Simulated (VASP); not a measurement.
## VASP 6.6.1 run: BeS

INCAR

```
ADDGRID = .TRUE.
GGA = PS
LASPH = .TRUE.
NSW = 0
NBANDS = 11
ISIF = 2
LCHARG = .FALSE.
EDIFF = 1E-7
NELM = 120
ISMEAR = -1
PREC = Medium
LWAVE = .FALSE.
LREAL = .FALSE.
ENCUT = 520
SIGMA = 0.5
IBRION = -1
```

KPOINTS

```
KPOINTS created by Atomic Simulation Environment
0
Gamma
10 10 10
0 0 0
```

POSCAR

```
Be S
 1.0000000000000000
     0.0000000000000000    2.4343062285926913    2.4343062285926913
     2.4343062285926913    0.0000000000000000    2.4343062285926913
     2.4343062285926913    2.4343062285926913    0.0000000000000000
 Be  S
   1   1
Cartesian
  0.0000000000000000  0.0000000000000000 -0.0000000000000000
  1.2171531142963457  1.2171531142963457  1.2171531142963457
```

The recommended PBE PAW datasets give the neutral cell 8 valence electrons.

Command

```
mpirun -np 1 vasp_std
```

OSZICAR

```
N       E                     dE             d eps       ncg     rms          rms(c)
DAV:   1     0.193817109790E+02    0.19382E+02   -0.38406E+03  1034   0.622E+02
DAV:   2    -0.955950106387E+01   -0.28941E+02   -0.27458E+02  1398   0.114E+02
DAV:   3    -0.107401253862E+02   -0.11806E+01   -0.11771E+01  1390   0.228E+01
DAV:   4    -0.107475630786E+02   -0.74377E-02   -0.74366E-02  1234   0.204E+00
DAV:   5    -0.107476267053E+02   -0.63627E-04   -0.63626E-04  1371   0.197E-01    0.528E+00
DAV:   6    -0.106148091405E+02    0.13282E+00   -0.10855E-01  1183   0.151E+00    0.348E+00
DAV:   7    -0.105693533221E+02    0.45456E-01   -0.10248E-01  1251   0.159E+00    0.806E-01
DAV:   8    -0.105695726971E+02   -0.21937E-03   -0.54229E-03  1338   0.387E-01    0.131E-01
DAV:   9    -0.105696122851E+02   -0.39588E-04   -0.31445E-04  1263   0.115E-01    0.360E-02
DAV:  10    -0.105696234426E+02   -0.11157E-04   -0.33672E-05  1365   0.295E-02    0.961E-03
DAV:  11    -0.105696258774E+02   -0.24348E-05   -0.72371E-06  1243   0.144E-02    0.623E-03
DAV:  12    -0.105696260246E+02   -0.14723E-06   -0.18473E-07  1305   0.310E-03    0.256E-03
DAV:  13    -0.105696261102E+02   -0.85613E-07   -0.45305E-08   681   0.104E-03
   1 F= -.10569626E+02 E0= -.10547226E+02  d E =-.448002E-01
```

Standard output (part)

```
POSCAR found type information on POSCAR BeS
 POSCAR found :  2 types and       2 ions
 LDA part: xc-table for (Slater+PW92), standard interpolation
 POSCAR, INCAR and KPOINTS ok, starting setup
 WAVECAR not read
 entering main loop
```

From OUTCAR

```
k-points           NKPTS =     47   k-points in BZ     NKDIM =     47   number of bands    NBANDS=     11

   NELECT =       8.0000    total number of electrons

   dimension x,y,z NGX =    20 NGY =   20 NGZ =   20
   dimension x,y,z NGXF=    20 NGYF=   20 NGZF=   20

  energy-cutoff  :      520.00
  volume of cell :       28.85
      direct lattice vectors                 reciprocal lattice vectors
     0.000000000  2.434306229  2.434306229    -0.205397330  0.205397330  0.205397330
     2.434306229  0.000000000  2.434306229     0.205397330 -0.205397330  0.205397330
     2.434306229  2.434306229  0.000000000     0.205397330  0.205397330 -0.205397330

 k-points in reciprocal lattice and weights: KPOINTS created by Atomic Simulation Env
   0.00000000  0.00000000  0.00000000       0.001
   0.10000000  0.00000000  0.00000000       0.008
   0.20000000  0.00000000  0.00000000       0.008
   0.30000000  0.00000000  0.00000000       0.008
   0.40000000  0.00000000  0.00000000       0.008
   0.50000000  0.00000000  0.00000000       0.004
   0.10000000  0.10000000  0.00000000       0.006
   0.20000000  0.10000000  0.00000000       0.024
   ...

 E-fermi :   5.8167

 k-point     1 :       0.0000    0.0000    0.0000
  band No.  band energies     occupation
      1      -9.6208      2.00000
      2       4.0190      1.94657
      3       4.0190      1.94657
      4       4.0190      1.94657
      5       9.6311      0.00097
      6       9.6384      0.00096
      7       9.6384      0.00096
      8       9.6384      0.00096
      9      16.7937      0.00000
     10      16.7937      0.00000
     11      18.6113      0.00000

 k-point     2 :       0.1000    0.0000    0.0000
  band No.  band energies     occupation
      1      -9.5072      2.00000
      2       3.1882      1.98963
      3       3.8869      1.95872
      4       3.8869      1.95872
      5       9.5007      0.00126
      6       9.8765      0.00060
      7       9.8765      0.00060
      8      10.6065      0.00014
      9      16.2559      0.00000
     10      16.2559      0.00000
     11      18.5217      0.00000

 k-point     3 :       0.2000    0.0000    0.0000
  band No.  band energies     occupation
      1      -9.1830      2.00000
      2       1.5484      1.99961
      3       3.5867      1.97714
      4       3.5867      1.97714
      5       9.4595      0.00137
      6      10.3542      0.00023
      7      10.3542      0.00023
      8      12.2683      0.00000
      9      15.7416      0.00000
     10      15.7416      0.00000
     11      18.1607      0.00000

 k-point     4 :       0.3000    0.0000    0.0000
  band No.  band energies     occupation
      1      -8.7098      2.00000
      2      -0.0771      1.99998
      3       3.2796      1.98757
      4       3.2796      1.98757
      5       9.4140      0.00150
      6      10.6062      0.00014
      7      10.6062      0.00014
      8      13.7945      0.00000
      9      16.1791      0.00000
     10      16.1791      0.00000
     11      17.9431      0.00000

 k-point     5 :       0.4000    0.0000    0.0000
  band No.  band energies     occupation
      1      -8.2347      2.00000
      2      -1.2968      2.00000
      3       3.0668      1.99186
      4       3.0668      1.99186
      5       9.3745      0.00162
      6      10.5640      0.00015
      7      10.5640      0.00015
      8      14.7018      0.00000
      9      17.5870      0.00000
     10      17.5870      0.00000
     11      18.3474      0.00000

 ...

  Total       -0.2927315     -0.2927315     -0.2927315     -0.0000000      0.0000000     -0.0000000
  in kB      -16.2564009    -16.2564009    -16.2564009     -0.0000000      0.0000000     -0.0000000
  external PRESSURE =     -16.2564009 kB  Pullay stress =       0.0000000 kB

 POSITION                                       TOTAL-FORCE (eV/Angst)
 -----------------------------------------------------------------------------------
      0.00000      0.00000      0.00000        -0.000000     -0.000000     -0.000000
      1.21715      1.21715      1.21715         0.000000      0.000000      0.000000
 -----------------------------------------------------------------------------------
    total drift:                                0.000003      0.000003      0.000002

  FREE ENERGIE OF THE ION-ELECTRON SYSTEM (eV)
  ---------------------------------------------------
  free  energy   TOTEN  =       -10.5696261102 eV

  energy  without entropy=      -10.5248259448  energy(sigma->0) =      -10.54722603
```

It converged. Results: gap between bands v and c on the k mesh 2.96 eV; least direct gap on the k mesh 5.59 eV; pressure -1.6 GPa. Band v is the last that the valence electrons fill when counted band by band, and c is the next.

These settings aren't sound, so the numbers aren't properties of the crystal.

On sound settings PBEsol gives a gap of 2.95 eV on its mesh and a pressure of -1.6 GPa for the intended cell.

The run took about 3.7 s on one core of a shared host (Intel Xeon 6975P-C) and held 0.12 GiB at most.
